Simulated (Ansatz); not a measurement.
# SnO2: strain energy, fitted

SnO2, P4_2/mnm, a = 4.760 Å, c = 3.201 Å. Ansatz: r2SCAN, PAW, 500 eV, Γ-centred 6×6×8 mesh on 6 atoms, Gaussian smearing 0.02 eV; no spin polarisation. Series: uniaxial strain along c, with a, b and atoms relaxed; x is the strain in per cent. y is the free energy over the unstrained cell, V0 = 12.086 Å³/atom.

```tsv
x (%)	y (meV/atom)
-6.0	51.45
-4.0	21.86
-2.0	?
0.0	0.00
2.0	4.74
4.0	18.09
6.0	38.80
```

Task: Fit y = c2 x² + c3 x³ to the other rows, turn c2 into a modulus, and predict the missing energy.

Result: Least squares on the rows shown. y = 1.2526 x² − 0.029299 x³. In eV per unit strain² c2 is 12.53; this is Young's modulus along the axis (E = ½ Y V0 ε²): 2 × 12.53 × 160.2 / (12.086) = 332 GPa. At x = -2.0 the fit asked for gives 5.24 meV/atom. The run gave 5.22 meV/atom, so the fit is 0.02 meV/atom too high, within the rms miss on the fitted rows (0.05 meV/atom).